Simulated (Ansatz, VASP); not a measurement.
## One calculation of In2GaP3, two programs

The input INCAR:

```
SYSTEM = In2GaP3
PREC = Accurate
ENCUT = 520
EDIFF = 1E-6
ISMEAR = 0
SIGMA = 0.1
LREAL = .FALSE.
LASPH = .TRUE.
NELM = 60
ALGO = Normal
ISIF = 2
LWAVE = .FALSE.
LCHARG = .TRUE.
GGA = PE
LELF = .TRUE.
LVHAR = .TRUE.
NBANDS = 36
```

File KPOINTS:

```
regular mesh
0
G
  3 3 6
  0 0 0
```

File POSCAR:

```
In2GaP3
1.0
    6.4132064100      0.0000000000      0.0000000000
   -3.2066032100      5.5539996700      0.0000000000
    0.0000000000      0.0000000000      3.5499712900
In Ga P
2 1 3
Direct
    0.6666666700      0.3333333300      0.0000000000
    0.3333333300      0.6666666700      0.0000000000
    0.0000000000      0.0000000000      0.0000000000
    0.5000000000      0.0000000000      0.5000000000
    0.0000000000      0.5000000000      0.5000000000
    0.5000000000      0.5000000000      0.5000000000
```

Input for Ansatz:

```yaml
crystal:
  lattice:
    - [6.41320641, 0.0, 0.0]
    - [-3.20660321, 5.55399967, 0.0]
    - [0.0, 0.0, 3.54997129]
  atoms:
    - { symbol: In, position: [0.66666667, 0.33333333, 0.0] }
    - { symbol: In, position: [0.33333333, 0.66666667, 0.0] }
    - { symbol: Ga, position: [0.0, 0.0, 0.0] }
    - { symbol: P, position: [0.5, 0.0, 0.5] }
    - { symbol: P, position: [0.0, 0.5, 0.5] }
    - { symbol: P, position: [0.5, 0.5, 0.5] }
basis:
  ecutwfc: 420
kpoints:
  mp_grid: { grid: [3, 3, 6] }
hamiltonian:
  xc: pbe
scf:
  occupations: { method: gaussian, width: 0.1 }
  lower_state_search: "off"
output:
  forces: true
  stress: true
  eigenvalues: true
```

Change from the starting cell: species swapped into the LuB2Ru3 type (P6/mmm, No. 191).

Alike in both runs: task single point; functional PBE; k mesh 3 × 3 × 6; occupations gaussian, width 0.1 eV; no spin polarisation.

```csv
,VASP,Ansatz
version,VASP 6.6.1,Ansatz 0.2.0
potentials or method,"VASP PAW PBE potentials, release 64 (In_d, Ga_d, P)","scalar-relativistic, plane waves, PAW"
plane-wave cutoff (eV),520,420
valence electrons in the cell,54,54
```

Ansatz gave:

* gap on the k mesh at the Fermi level (eV): none
* pressure (GPa): 11.7
* largest component of the traceless stress (GPa): 4.44

Q: Estimate VASP's values.

A: gap on the k mesh at the Fermi level (eV): none; pressure (GPa): 11.7; largest component of the traceless stress (GPa): 4.43.

A gap of «none» marks a metal or a gap that the smearing closes. The functional is the same, so the differences come from potentials, cutoffs and numerics.

Caveats: the k mesh is coarse (spacing up to 0.38 Å⁻¹), so the values aren't converged.
